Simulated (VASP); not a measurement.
**TiO2 (Rutile) with rev-vdW-DF2: from relaxation to properties**

Aim: relax TiO2 (Rutile) with rev-vdW-DF2, compute its properties on that cell and hold them against experiment. The steps: relaxing cell and atoms (rev-vdW-DF2), second relaxation, density, ELF and potential (rev-vdW-DF2), band structure (rev-vdW-DF2), total and projected DOS (rev-vdW-DF2), vibrations at Γ (rev-vdW-DF2), optical spectrum (rev-vdW-DF2), bands along the symmetry lines (HSE06), band structure (HSE06) and bands along the symmetry lines (TB-mBJ). The start is a cell from a database of measured crystal structures.

Main program and level: VASP 6.6.1; rev-vdW-DF2; plane waves and PAW (Ti_sv, O), in the first sound run; inputs show where later runs differ.

**Measured values to reproduce.**

For TiO2, rutile (rutile TiO2, 300 K), “Phonon quarticity induced by changes in phonon-tracked hybridization during lattice expansion and its stabilization of rutile TiO2” (2015, arxiv:1502.04667) quotes earlier work: lattice constant a (a at 300 K) 4.592 Å [source and technique of the experimental lattice data not stated]; lattice constant c (c at 300 K) 2.958 Å [source and technique of the experimental lattice data not stated].

“Polaron-induced phonon localization and stiffening in rutile TiO2” (2016, arxiv:1612.05679) quotes from earlier work for TiO2, rutile (bulk crystal): band gap (experimental band gap, quoted) 3.03 eV [literature value quoted in passing in the theory discussion; measurement method and …].

“Sensitivity of Anatase and Rutile Phases of TiO2 to ion irradiation: Examination of the applicability of Coulomb Explosion and Thermal Spike Models” (2018, pmc:6079046) reports for TiO2, rutile, by Raman, 785 nm excitation (pristine sintered pellet): Raman mode (Eg) 447 cm⁻¹; Raman mode (A1g) 608 cm⁻¹.

Report form: the programs' logs are mostly left out.

### 1. Starting point

Before any relaxation, the start is as follows. Symmetry: P4_2/mnm, No. 136, tetragonal system. The conventional cell has a = 4.592 Å, b = 4.592 Å, c = 2.957 Å, α = 90.00°, β = 90.00°, γ = 90.00°. Nearest to Ti lie 6 O at 1.95 to 1.98 Å. O has 3 Ti at 1.95 to 1.98 Å nearest. Farther neighbours and most contacts between anions are not listed.

### 2. Relaxing cell and atoms (rev-vdW-DF2)

Properties are meant for the cell that this level of theory prefers, so cell and atoms are relaxed first (ISIF = 3) until forces and stress are small; EDIFFG sets the threshold. rev-vdW-DF2 revises the exchange of vdW-DF2 for solids. LUSE_VDW switches on a nonlocal correlation term for dispersion.

INCAR

```
SYSTEM = TiO2
PREC = Accurate
ENCUT = 520
EDIFF = 1E-06
NELM = 100
ISMEAR = 0
SIGMA = 0.05
LREAL = .FALSE.
ALGO = Normal
GGA = MK
AGGAC = 0
LUSE_VDW = .TRUE.
PARAM1 = 0.1234
PARAM2 = 0.711357
ZAB_VDW = -1.8867
LASPH = .TRUE.
NBANDS = 30
LORBIT = 11
LWAVE = .FALSE.
LCHARG = .FALSE.
KPAR = 4
IBRION = 2
NSW = 60
ISIF = 3
EDIFFG = -0.01
```

POSCAR

```
TiO2
1.0
    4.5922000000      0.0000000000      0.0000000000
    0.0000000000      4.5922000000      0.0000000000
    0.0000000000      0.0000000000      2.9574000000
Ti O
2 4
Direct
    0.0000000000      0.0000000000      0.0000000000
    0.5000000000      0.5000000000      0.5000000000
    0.3049600000      0.3049600000      0.0000000000
    0.1950400000      0.8049600000      0.5000000000
    0.6950400000      0.6950400000      0.0000000000
    0.8049600000      0.1950400000      0.5000000000
```

KPOINTS

```
Automatic mesh
0
Gamma
4 4 7
0 0 0
```

Potentials, in the order of the species: Ti_sv and O (PBE family, release 64).

Command:

```bash
$ mpirun -np 4 vasp_std
```

Run time: 2.2 min. Hardware: 4 MPI ranks of AMD EPYC 9R45, shared host; peak memory 1.5 GiB.

The gap is read on the k-mesh alone, so it is an upper bound where the band edges lie off the mesh. The PAW data sets were made with PBE, which is usual practice but a small mismatch for other functionals. The run keeps the 16 symmetry operations of its start, so it cannot find a distortion of lower symmetry.

Relaxation path:

| step | energy less that of the first step (eV) | largest force (eV/Å) | pressure (GPa) | volume (Å³) |
| --- | --- | --- | --- | --- |
| 1 | 0.0000 | 0.1440 | 2.82 | 62.37 |
| 2 | 0.0049 | 0.1192 | -3.70 | 64.03 |
| 3 | -0.0071 | 0.0248 | -0.12 | 63.08 |
| 4 | -0.0071 | 0.0270 | -0.05 | 63.07 |
| 5 | -0.0076 | 0.0047 | 0.03 | 63.06 |

| conventional cell, symmetrised | before | after | change |
| --- | --- | --- | --- |
| a (Å) | 4.592 | 4.614 | +0.5 % |
| b (Å) | 4.592 | 4.614 | +0.5 % |
| c (Å) | 2.957 | 2.962 | +0.2 % |
| volume (Å³/atom) | 10.39 | 10.51 | +1.1 % |

The relaxed structure:

```cif
data_structure
_symmetry_space_group_name_H-M 'P 1'
_symmetry_Int_Tables_number 1
_cell_length_a 4.6139
_cell_length_b 4.6139
_cell_length_c 2.9623
_cell_angle_alpha 90.000
_cell_angle_beta 90.000
_cell_angle_gamma 90.000
_cell_volume 63.06
loop_
_atom_site_label
_atom_site_type_symbol
_atom_site_fract_x
_atom_site_fract_y
_atom_site_fract_z
_atom_site_occupancy
Ti1 Ti 0.00000 0.00000 0.00000 1
Ti2 Ti 0.50000 0.50000 0.50000 1
O3 O 0.30431 0.30431 0.00000 1
O4 O 0.19569 0.80431 0.50000 1
O5 O 0.69569 0.69569 0.00000 1
O6 O 0.80431 0.19569 0.50000 1
```

A gap read on the k-mesh alone can miss the band edges.

Numbers from this step:

* electrons: 48
* bands: 30
* irreducible k-points: 24
* symmetry operations: 16
* free energy (TOTEN): -43.71 eV
* Fermi energy: 4.846 eV
* pressure: 0.03384 GPa
* metallic: no
* valence top at k: 0, 0, 0
* conduction bottom at k: 0, 0, 0
* least direct gap at k: 0, 0, 0
* SCF cycles over all ionic steps: 45
* gap on the k-mesh: 1.801 eV
* least direct gap on the k-mesh: 1.801 eV

It ends with a largest force of 0.005 eV/Å and a pressure of 0.03 GPa. The volume lies +1.1 % from that of the database's start.

### 3. Second relaxation

The basis stayed that of the start cell while the cell moved. A rerun from the cell reached resets it; the error of the finite cutoff stays.

INCAR is that of step 2.

POSCAR

```
TiO2
1.0
    4.6139317560      0.0000000000      0.0000000000
    0.0000000000      4.6139317560      0.0000000000
    0.0000000000      0.0000000000      2.9622701788
Ti O
2 4
Direct
    0.0000000000      0.0000000000      0.0000000000
    0.5000000000      0.5000000000      0.5000000000
    0.3043126876      0.3043126876      0.0000000000
    0.1956873124      0.8043126876      0.5000000000
    0.6956873124      0.6956873124      0.0000000000
    0.8043126876      0.1956873124      0.5000000000
```

KPOINTS is that of step 2.

Command:

```bash
$ mpirun -np 4 vasp_std
```

Run time: 39 s. Hardware: 4 MPI ranks; peak memory 1.5 GiB; 2.3 min of CPU time.

Little changed from the start: no atom moved by 0.005 Å and no cell edge by 0.1 %.

Numbers from this step:

```
Fermi energy                    : 4.847 eV
pressure                        : 0.04961 GPa
SCF cycles over all ionic steps : 16
```

It ends with a largest force of 0.005 eV/Å and a pressure of 0.05 GPa. The volume moved by under 0.01 %: the run met its threshold at the first step.

### 4. Density, ELF and potential (rev-vdW-DF2)

The relaxed cell gets a fresh self-consistent run, on a basis set for its own volume, to fix the density and to check the remaining stress.

INCAR, as its differences from that of step 3:

```diff
@@ -19,7 +19,5 @@
 LWAVE = .FALSE.
-LCHARG = .FALSE.
-KPAR = 4
-IBRION = 2
-NSW = 60
-ISIF = 3
-EDIFFG = -0.01
+LCHARG = .TRUE.
+ISIF = 2
+LELF = .TRUE.
+LVHAR = .TRUE.
```

POSCAR is that of step 3.

KPOINTS is that of step 3.

Command:

```bash
$ mpirun -np 4 vasp_std
```

It took 19 s on 4 MPI ranks; peak memory 0.85 GiB.

Numbers from this step:

```
SCF cycles   : 16
bands        : 32
Fermi energy : 4.976 eV
pressure     : 0.04253 GPa
```

Valence electrons inside each PAW sphere by angular momentum. Sphere charges, by row:

| atom | s (e) | p (e) | d (e) | tot (e) |
| --- | --- | --- | --- | --- |
| Ti1 | 2.217 | 6.295 | 1.711 | 10.22 |
| Ti2 | 2.217 | 6.295 | 1.711 | 10.22 |
| O3 | 1.566 | 3.491 | 0 | 5.057 |
| O4 | 1.566 | 3.491 | 0 | 5.057 |
| O5 | 1.566 | 3.491 | 0 | 5.057 |
| O6 | 1.566 | 3.491 | 0 | 5.057 |

Electrostatic potential energy in the ab plane at fractional z = 0.000, with atoms of Ti and O within 0.2 Å of it. With pseudopotentials it is smooth inside the atoms' cores, unlike the true potential.

Ten even steps from '0' (-59 eV) to '9' (6 eV), each cell a mean:
```
00489999999720
23689999998852
67899999844787
99999999411489
99999999411499
99999999744899
99999999999999
99986789999999
99831379999999
99711169999999
88831389999988
35787899999864
01589999999730
00389999999620
```
Columns run along a (4.6 Å; values clipped at the 3rd and 97th percentile), rows up along b (4.6 Å). Atoms in or near the plane, at fractional coordinates: Ti at (0.00, 0.00), O at (0.30, 0.30), O at (0.70, 0.70).

Valence density in the ab plane at fractional z = 0.000, with atoms of Ti and O within 0.2 Å of it. It is the smooth field of the valence electrons, not physical close to the nuclei.

Ten even steps from '0' (0 e/Å³) to '9' (13 e/Å³), each cell a mean:
```
74000000000025
21000000000002
00000000022100
00000000244200
00000000244200
00000000022000
00000000000000
00001000000000
00024200000000
00135410000000
00023200000000
10001000000000
52000000000014
95100000000027
```
Columns run along a (4.6 Å), rows up along b (4.6 Å). Atoms in or near the plane, at fractional coordinates: Ti at (0.00, 0.00), O at (0.30, 0.30), O at (0.70, 0.70).

ELF in the ab plane at fractional z = 0.000, with atoms of Ti and O within 0.2 Å of it. It is the smooth field of the valence electrons, not physical close to the nuclei.

Ten even steps from '0' (0.02) to '9' (0.97), each cell a mean:
```
97200000232148
53100003676324
10000016888731
00000027855862
00000027865873
00001114788862
00245411477630
03688751122100
15886774100000
05874685100000
02687884000000
32368862000012
85225530000037
98300100000159
```
Columns run along a (4.6 Å), rows up along b (4.6 Å). Atoms in or near the plane, at fractional coordinates: Ti at (0.00, 0.00), O at (0.30, 0.30), O at (0.70, 0.70).

In this run the pressure is 0.04 GPa, small enough to go on.

### 5. Band structure (rev-vdW-DF2)

Levels along the symmetry lines show where the bands peak and cross; KPOINTS_OPT computes them in the converged potential.

INCAR, as its differences from that of step 4:

```diff
@@ -16,8 +16,6 @@
 LASPH = .TRUE.
-NBANDS = 30
+NBANDS = 40
 LORBIT = 11
 LWAVE = .FALSE.
-LCHARG = .TRUE.
-ISIF = 2
-LELF = .TRUE.
-LVHAR = .TRUE.
+LCHARG = .FALSE.
+KPAR = 4
```

POSCAR is that of step 4.

KPOINTS is that of step 4.

KPOINTS_OPT

```
Line mode
16
Line-mode
Reciprocal
  0.00000000   0.00000000   0.00000000 GAMMA
  0.00000000   0.50000000   0.00000000 X

  0.00000000   0.50000000   0.00000000 X
  0.50000000   0.50000000   0.00000000 M

  0.50000000   0.50000000   0.00000000 M
  0.00000000   0.00000000   0.00000000 GAMMA

  0.00000000   0.00000000   0.00000000 GAMMA
  0.00000000   0.00000000   0.50000000 Z

  0.00000000   0.00000000   0.50000000 Z
  0.00000000   0.50000000   0.50000000 R

  0.00000000   0.50000000   0.50000000 R
  0.50000000   0.50000000   0.50000000 A

  0.50000000   0.50000000   0.50000000 A
  0.00000000   0.00000000   0.50000000 Z

  0.00000000   0.50000000   0.00000000 X
  0.00000000   0.50000000   0.50000000 R

  0.50000000   0.50000000   0.00000000 M
  0.50000000   0.50000000   0.50000000 A
```

Command:

```bash
$ mpirun -np 4 vasp_std
```

Run time: 79 s. Hardware: 4 MPI ranks; peak memory 1.6 GiB.

This step gave:

```
SCF cycles                        : 20
bands                             : 40
Fermi energy                      : 4.864 eV
pressure                          : 0.04315 GPa
least gap on mesh and path        : 1.801 eV
least direct gap on mesh and path : 1.801 eV
```

The electronic bands at the labelled points (eV, zero at the valence-band top; v1 is the highest filled band, c1 the lowest empty one):

| point | v4 | v3 | v2 | v1 | c1 | c2 | c3 | c4 |
| --- | --- | --- | --- | --- | --- | --- | --- | --- |
| Γ | -0.70 | -0.46 | -0.46 | 0.00 | 1.80 | 2.08 | 2.33 | 2.43 |
| 0.47 of the way | -1.33 | -1.02 | -0.79 | -0.20 | 2.06 | 2.38 | 2.63 | 2.69 |
| X | -1.63 | -1.63 | -0.73 | -0.73 | 2.46 | 2.46 | 2.95 | 2.95 |
| 0.53 of the way | -1.45 | -1.45 | -1.11 | -1.11 | 2.16 | 2.16 | 2.67 | 2.67 |
| M | -1.30 | -1.30 | -1.08 | -1.08 | 1.84 | 1.84 | 2.45 | 2.45 |
| 0.47 of the way | -1.78 | -1.20 | -1.16 | -0.46 | 1.87 | 2.44 | 2.48 | 2.95 |
| Γ | -0.70 | -0.46 | -0.46 | 0.00 | 1.80 | 2.08 | 2.33 | 2.43 |
| 0.53 of the way | -1.72 | -1.59 | -1.59 | -0.55 | 2.17 | 2.51 | 2.83 | 3.11 |
| Z | -2.36 | -2.36 | -1.42 | -1.42 | 2.89 | 2.89 | 3.11 | 3.11 |
| 0.47 of the way | -1.83 | -1.83 | -1.60 | -1.60 | 2.44 | 2.44 | 3.12 | 3.12 |
| R | -2.02 | -2.02 | -1.03 | -1.03 | 1.85 | 1.85 | 3.13 | 3.13 |
| 0.47 of the way | -1.55 | -1.55 | -0.89 | -0.89 | 2.08 | 2.08 | 3.14 | 3.14 |
| A | -1.28 | -1.28 | -0.67 | -0.67 | 2.53 | 2.53 | 3.13 | 3.13 |
| 0.47 of the way | -1.78 | -1.45 | -1.37 | -1.10 | 2.01 | 2.68 | 3.10 | 3.13 |
| Z | -2.36 | -2.36 | -1.42 | -1.42 | 2.89 | 2.89 | 3.11 | 3.11 |
| jump to X | -1.63 | -1.63 | -0.73 | -0.73 | 2.46 | 2.46 | 2.95 | 2.95 |
| 0.53 of the way | -1.93 | -1.93 | -0.88 | -0.88 | 2.44 | 2.44 | 3.13 | 3.13 |
| R | -2.02 | -2.02 | -1.03 | -1.03 | 1.85 | 1.85 | 3.13 | 3.13 |
| jump to M | -1.30 | -1.30 | -1.08 | -1.08 | 1.84 | 1.84 | 2.45 | 2.45 |
| 0.47 of the way | -1.83 | -1.83 | -1.43 | -1.43 | 2.55 | 2.55 | 2.77 | 2.77 |
| A | -1.28 | -1.28 | -0.67 | -0.67 | 2.53 | 2.53 | 3.13 | 3.13 |

Of the projections kept (Ti, O), the largest for each band there; the rest of the weight can lie on other orbitals:

| point | v4 | v3 | v2 | v1 | c1 | c2 | c3 | c4 |
| --- | --- | --- | --- | --- | --- | --- | --- | --- |
| Γ | O 0.96 | O 0.99 | O 0.99 | O 0.95 | Ti 0.98 | Ti 0.90 | Ti 0.96 | Ti 1.00 |
| X | O 0.83 | O 0.83 | O 0.96 | O 0.96 | Ti 0.88 | Ti 0.88 | Ti 0.91 | Ti 0.91 |
| M | O 0.93 | O 0.93 | O 0.94 | O 0.94 | Ti 0.96 | Ti 0.96 | Ti 1.00 | Ti 1.00 |
| Γ | O 0.96 | O 0.99 | O 0.99 | O 0.95 | Ti 0.98 | Ti 0.90 | Ti 0.96 | Ti 1.00 |
| Z | O 0.83 | O 0.83 | O 0.88 | O 0.88 | Ti 0.85 | Ti 0.85 | Ti 0.96 | Ti 0.96 |
| R | O 0.74 | O 0.74 | O 0.99 | O 0.99 | Ti 0.99 | Ti 0.99 | Ti 0.97 | Ti 0.97 |

The path finds the gap of the mesh within 0.02 eV, so the mesh comes close to both band edges.

### 6. Total and projected DOS (rev-vdW-DF2)

A density of states needs more k-points than a total energy; ISMEAR = -5 takes tetrahedra, and LORBIT projects the states on the PAW spheres. The mesh is finer than in the run before.

INCAR, as its differences from that of step 5:

```diff
@@ -5,3 +5,3 @@
 NELM = 100
-ISMEAR = 0
+ISMEAR = -5
 SIGMA = 0.05
@@ -21 +21,2 @@
 KPAR = 4
+NEDOS = 2001
```

POSCAR is that of step 5.

KPOINTS

```
Automatic mesh
0
Gamma
6 6 10
0 0 0
```

Command:

```bash
$ mpirun -np 4 vasp_std
```

Elapsed: 65 s, on 4 MPI ranks; peak memory 1.7 GiB; 3.8 min of CPU time.

Numbers from this step:

| Property | Result |
| --- | --- |
| irreducible k-points | 60 |
| Fermi energy | 4.614 eV |
| pressure | 0.03740 GPa |
| gap on the k-mesh | 1.802 eV |
| least direct gap on the k-mesh | 1.802 eV |

The density of states has structure finer than the step of the table below, so its rows give means over 0.5 eV, whole bins alone (the curve runs from -12.0 to 4.80 eV). Peaks (eV: height): total -4.11: 8.13, -2.57: 6.89, 2.53: 9.23, 3.10: 11.9; O p -4.11: 4.18, -2.57: 4.18, -1.93: 4.14, -0.95: 4.23; Ti d -4.11: 1.85, 2.53: 7.52, 3.10: 10.1, 3.75: 4.57; Ti p -4.44: 0.226, -2.57: 0.354, -1.93: 0.251, 2.94: 0.0558; Ti s -4.84: 0.219, -4.28: 0.139, -3.14: 0.108, 2.45: 0.0604.

States under -12.0 eV and over 4.8 eV are left out. Density of states against energy, zero at the valence-band top; means over each step; values in states/eV/cell:

| energy (eV) | total | O p | Ti d | Ti p | Ti s | O s |
| --- | --- | --- | --- | --- | --- | --- |
| -6.0 | 0 | 0 | 0 | 0 | 0 | 0 |
| -5.5 | 0.653 | 0.314 | 0.127 | 0.00755 | 0.0448 | 0.00374 |
| -5.0 | 3.52 | 1.69 | 0.647 | 0.0812 | 0.146 | 0.0127 |
| -4.5 | 6.71 | 3.28 | 1.19 | 0.195 | 0.147 | 0.0146 |
| -4.0 | 5.61 | 2.89 | 1.32 | 0.115 | 0.0731 | 0.0102 |
| -3.5 | 3.80 | 2.06 | 0.644 | 0.0915 | 0.0828 | 0.0270 |
| -3.0 | 4.19 | 2.37 | 0.543 | 0.122 | 0.0807 | 0.0321 |
| -2.5 | 5.75 | 3.50 | 0.547 | 0.271 | 0.0695 | 0.0283 |
| -2.0 | 5.45 | 3.40 | 0.535 | 0.203 | 0.0329 | 0.0185 |
| -1.5 | 5.31 | 3.44 | 0.479 | 0.137 | 0.0214 | 0.00983 |
| -1.0 | 5.28 | 3.68 | 0.271 | 0.0789 | 0.0143 | 0.0128 |
| -0.5 | 1.54 | 1.12 | 0.0453 | 0.00978 | 0.00124 | 0.00357 |
| 0.0 | 0.189 | 0.142 | 0.00455 | 3.1e-4 | 1.6e-5 | 2.0e-4 |
| 0.5 | 0 | 0 | 0 | 0 | 0 | 0 |
| 1.0 | 0 | 0 | 0 | 0 | 0 | 0 |
| 1.5 | 7.5e-5 | 0 | 6.3e-5 | 0 | 0 | 0 |
| 2.0 | 2.73 | 0.144 | 2.24 | 0.00866 | 0.0100 | 0.00327 |
| 2.5 | 6.74 | 0.536 | 5.45 | 0.0281 | 0.0374 | 0.0113 |
| 3.0 | 7.76 | 0.777 | 6.33 | 0.0405 | 0.0175 | 0.0111 |
| 3.5 | 4.94 | 0.836 | 3.68 | 0.0114 | 0.00696 | 0.00552 |
| 4.0 | 1.74 | 0.303 | 1.31 | 0.00263 | 4.6e-4 | 0.00219 |
| 4.5 | 0.313 | 0.0311 | 0.249 | 9.0e-4 | 0.00122 | 0.0122 |

The gap on this mesh is 1.80 eV. In the top eV of the valence band the largest shares in the PAW spheres are O p 72 %; in the lowest eV of the conduction band, Ti d 81 % and O p 7 %. The rest lies in smaller channels or between the spheres.

### 7. Vibrations at Γ (rev-vdW-DF2)

Zone-centre modes test whether the atoms sit at a minimum within this cell. IBRION = 6 takes the force constants from differences of forces between displaced cells, so the forces must be tight.

INCAR

```
SYSTEM = TiO2
PREC = Accurate
ENCUT = 520
EDIFF = 1E-08
NELM = 100
ISMEAR = 0
SIGMA = 0.05
LREAL = .FALSE.
ALGO = Normal
GGA = MK
AGGAC = 0
LUSE_VDW = .TRUE.
PARAM1 = 0.1234
PARAM2 = 0.711357
ZAB_VDW = -1.8867
LASPH = .TRUE.
NBANDS = 30
LORBIT = 11
LWAVE = .FALSE.
LCHARG = .FALSE.
KPAR = 4
IBRION = 6
NFREE = 2
POTIM = 0.015
ISIF = 2
NSW = 1
```

POSCAR is that of step 6.

KPOINTS

```
Automatic mesh
0
Gamma
10 10 15
0 0 0
```

Command:

```bash
$ mpirun -np 4 vasp_std
```

Elapsed: 15 min, on 4 MPI ranks; peak memory 4.3 GiB.

The last energy, forces, stress and levels in OUTCAR belong to the last displaced cell, not to the cell of POSCAR.

Numbers from this step:

```yaml
bands: 30
irreducible_k_points: 168
pressure_of_the_cell: 0.04474 GPa
largest_force_of_the_cell: 0.005152 eV/Å
```

Transverse limit, no LO-TO splitting. The modes at Γ (shares of kinetic energy by element, %):

| mode | frequency (cm⁻¹) | symmetry | Ti % | O % |
| --- | --- | --- | --- | --- |
| 1 | -1.1 | acoustic | 59 | 41 |
| 2 | -0.2 | acoustic | 60 | 40 |
| 3 | -0.2 | acoustic | 60 | 40 |
| 4 | 80.5 | Bu | 100 | 0 |
| 5 | 82.1 | A2u | 41 | 59 |
| 6 | 106.9 | Eu | 44 | 56 |
| 7 | 106.9 | Eu | 44 | 56 |
| 8 | 136.4 | Bg | 0 | 100 |
| 9 | 368.8 | Eu | 49 | 51 |
| 10 | 368.8 | Eu | 49 | 51 |
| 11 | 378.7 | Bu | 0 | 100 |
| 12 | 417.8 | A2g | 0 | 100 |
| 13 | 443.5 | Eg | 0 | 100 |
| 14 | 443.5 | Eg | 0 | 100 |
| 15 | 476.1 | Eu | 48 | 52 |
| 16 | 476.1 | Eu | 48 | 52 |
| 17 | 586.3 | A1g | 0 | 100 |
| 18 | 788.5 | Bg | 0 | 100 |

Displacements in mode 4 (80.5 cm⁻¹), the largest set to 1:
```
Ti1  0.00  0.00 -1.00
Ti2  0.00  0.00  1.00
O3   0.00  0.00  0.06
O4   0.00  0.00 -0.06
O5   0.00  0.00  0.06
O6   0.00  0.00 -0.06
```

Displacements in mode 18 (788.5 cm⁻¹), the largest set to 1:
```
Ti1  0.00  0.00  0.00
Ti2  0.00  0.00  0.00
O3  -1.00 -1.00  0.00
O4  -1.00  1.00  0.00
O5   1.00  1.00  0.00
O6   1.00 -1.00  0.00
```

The three acoustic modes lie within 1.1 cm⁻¹ of zero, and all others are real. By the characters of their eigenvectors the optical modes sort into (cm⁻¹) Raman active: Bg 136, Eg 444, A1g 586, Bg 789; infrared active: A2u 82, Eu 107, Eu 369, Eu 476; silent: Bu 80, Bu 379, A2g 418. B labels carry no number here, since it depends on the setting of the axes. With a centre of inversion no mode is active in both.

(Continued in part 2 of 2.)

[Lines on the potential files, build, host, timing and source positions are cut from VASP's logs without a mark.]

[Logs are printed without paths, hosts, clocks, repeated set-up lines and the standing remarks that a program may print on its own settings, such as how far it seeks lower states.]

[Hosts, paths, dates, database ids (printed as entryN), source tags and the programs' standing remarks are cut or masked in the printed files.]

[A measured line is paired with the nearest computed mode of its activity, which favours agreement.]
